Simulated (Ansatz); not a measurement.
AlNi:

```
CELL_PARAMETERS angstrom
2.88100 0.00000 0.00000
0.00000 2.88100 0.00000
0.00000 0.00000 2.88100
ATOMIC_POSITIONS crystal
Ni 0.50000 0.50000 0.50000
Al 0.00000 0.00000 0.00000
```

- Program: Ansatz 0.2.0
- Task: single point
- Functional: PBEsol
- Potentials or basis: all-electron LAPW, scalar-relativistic
- Cutoff: 255 eV (chosen from the basis error)
- Basis error allowed: 0.001 eV/atom
- k mesh: 9 × 9 × 9
- Occupations: fermi-dirac, width 0.05 eV
- Spin: collinear spin, ferromagnetic start
- Starting moments: [1.0, 0.0] μB

On this cell: pressure -3.4 GPa; largest force zero by symmetry; net moment 0.00 μB per cell; band gap on the k mesh none (metal or under the smearing width).

The same run follows on a disturbed copy (atoms moved at random, drawn with an rms of 0.05 Å):

```
CELL_PARAMETERS angstrom
2.88100 0.00000 0.00000
0.00000 2.88100 0.00000
0.00000 0.00000 2.88100
ATOMIC_POSITIONS crystal
Ni 0.49897 0.47452 0.49815
Al 0.00605 0.01098 0.99771
```

Problem. What changes?

Solution. The energy (extrapolated to zero smearing) moves by +16.4 meV/atom; pressure -2.6 GPa; largest force 0.613 eV/Å; net moment 0.00 μB per cell; band gap on the k mesh none (metal or under the smearing width).

Forces on the atoms (eV/Å):
```
Ni   0.121  0.601 -0.008
Al  -0.121 -0.601  0.008
```

Stress tensor (GPa, compression positive):
```
-2.47  0.30  0.00
 0.30 -3.01 -0.02
 0.00 -0.02 -2.45
```

Caveats: the starting moments weren't kept.
